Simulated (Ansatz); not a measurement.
Start from CsPbI₃ in the cubic perovskite structure (space group Pm-3m, No. 221; a = 6.3327 Å). Axes: x, y, z lie along the cube axes.

All numbers come from r2SCAN (Ansatz, an electronic-structure program), no spin-orbit coupling.

Before the change:

Valley order: R along ⟨111⟩ 1.70 eV

One thing is altered: a pure shear with ε_xz = ε_zx = -0.0099, atoms relaxed at fixed cell.

Problem. Estimate the effect on the valley order.

Solution. The valley order (the lowest conduction-band minima on the path, energy above the VBM, named in the base's zone) changes from R along ⟨111⟩ 1.70 eV to R along [111] 1.68 eV; M along [110] 2.12 eV.

Problem. What does the calculation give for the stress after the change?

Solution. The stress (xx, yy, zz, yz, xz, xy; compression positive) comes out as (0.00, 0.00, 0.00, 0.00, 0.09, 0.00) GPa.

Problem. What does the calculation give for the energy relative to the base after the change?

Solution. The energy stays essentially unchanged.

With I and Pb present, leaving out spin-orbit coupling can change the band edges. The levels and masses belong to the bands next to the band gap. The cells carry an imposed strain or load. Stability against distortions was not tested. Many cubic perovskites are stable only at high temperature; tilts and polar distortions were not tested. This is not the structure that CsPbI3 has at room temperature and ambient pressure.
